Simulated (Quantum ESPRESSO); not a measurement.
Ge:

```
Ge
1.0
     1.39715   -2.60052    0.00000
     1.39715    2.60052    0.00000
     0.00000    0.00000    2.69823
Ge
1
Direct
  0.50000 0.50000 0.00000
```

This isn't the form of Ge at room conditions, which is diamond.

| Quantity | Value |
| --- | --- |
| Program | Quantum ESPRESSO 7.5 |
| Task | single point |
| Functional | PBE |
| Potentials or basis | SSSP 1.3 efficiency PBE |
| Cutoff | 748 eV |
| Density cutoff | 5987 eV |
| k mesh | 11 × 11 × 10 |
| Occupations | fermi-dirac, width 0.05 eV |
| Spin | no spin polarisation |

On this cell: pressure -0.6 GPa; band gap on the k mesh none (metal or under the smearing width).

The same run follows on a disturbed copy (cell strained at random at fixed volume):

```
Ge
1.0
     1.36702   -2.63255    0.01333
     1.36007    2.62881    0.00776
     0.02036   -0.00289    2.73319
Ge
1
Direct
  0.51761 0.51484 0.99297
```

Problem. What does the disturbed cell give?

Solution. The energy (extrapolated to zero smearing) moves by +13.5 meV/atom; pressure -0.2 GPa; band gap on the k mesh none (metal or under the smearing width).

Stress tensor (GPa, compression positive):
```
 3.98 -0.09 -0.33
-0.09 -1.55  0.07
-0.33  0.07 -3.06
```
